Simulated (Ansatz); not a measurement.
Set up this calculation in Ansatz 0.2.0, as the native input.

- Task: relaxation of cell and atoms
- Functional: RPBE
- Dispersion: D4
- Potentials or basis: Ansatz PAW
- Cutoff: 420 eV (not typed: the program's choice for these potentials)
- k mesh: 8 × 8 × 2
- Occupations: fermi-dirac, width 0.05 eV
- Spin: no spin polarisation

The system is InSe.

```
In Se
1.0
     4.04733    0.00000    0.00000
    -2.02366    3.50509    0.00000
     0.00000    0.00000   18.05206
In Se
4 4
Direct
  0.33333 0.66667 0.07739
  0.33333 0.66667 0.92261
  0.00000 0.00000 0.42261
  0.00000 0.00000 0.57739
  0.33333 0.66667 0.35298
  0.33333 0.66667 0.64702
  0.66667 0.33333 0.14700
  0.66667 0.33333 0.85300
```

Measurements of this composition are mostly on another form, of space group No. 160.

One way to write it, as run:

input.yaml

```yaml
crystal:
  lattice:
    - [4.0473293151, 0.0, 0.0]
    - [-2.0236646576, 3.5050900044, 0.0]
    - [0.0, 0.0, 18.05206491]
  atoms:
    - { symbol: In, position: [0.3333333333, 0.6666666667, 0.07739049] }
    - { symbol: In, position: [0.3333333333, 0.6666666667, 0.92260951] }
    - { symbol: In, position: [0.0, 0.0, 0.42260632] }
    - { symbol: In, position: [0.0, 0.0, 0.57739368] }
    - { symbol: Se, position: [0.3333333333, 0.6666666667, 0.35298428] }
    - { symbol: Se, position: [0.3333333333, 0.6666666667, 0.64701572] }
    - { symbol: Se, position: [0.6666666667, 0.3333333333, 0.14699993] }
    - { symbol: Se, position: [0.6666666667, 0.3333333333, 0.85300007] }
hamiltonian:
  xc: rpbe
  pseudopotentials: { kind: paw }
  dispersion: d4
kpoints:
  mp_grid: { grid: [8, 8, 2] }
scf:
  occupations: { method: fermi_dirac, width: 0.05 }
output:
  forces: true
  stress: true
  eigenvalues: true
relax:
  f_tol: 0.01
  max_steps: 40
  cell: { stress_tol: 0.05 }
```

Potentials or basis: Ansatz PAW.

Run with:

```bash
$ ansatz run input.yaml --threads 4 --pin off --max-ram 11264MiB --backend cpu --events-out ev --progress --plain --runs-dir out
```

It gave:

| Quantity | Value |
| --- | --- |
| Relaxed volume | 28.60 Å³/atom |
| Relaxed cell | a = 4.020 Å, b = 4.020 Å, c = 16.349 Å, α = 90.00°, β = 90.00°, γ = 120.00° |
| Space group after relaxing (to 0.05 Å) | P-6m2 (No. 187) |
| Energy gained by relaxing | 32.1 meV/atom |
| Ionic steps | 8 |
| Pressure after relaxing | 0.0 GPa |
| Band gap on the k mesh | 0.41 eV, direct |

Caveat: the plane-wave basis is chosen anew once the cell has moved, so the energies of steps on either side of that aren't comparable; spin-orbit coupling is left out, which moves the levels of the heavy elements; the PAW data sets come from PBE, with cores solved anew for the run's functional, which leaves a small shift of forces and pressure.

Run time: 21 s on 4 threads of AMD EPYC 9R45 96-Core Processor (Zen 5), with other jobs on the host, peak memory 0.95 GiB.
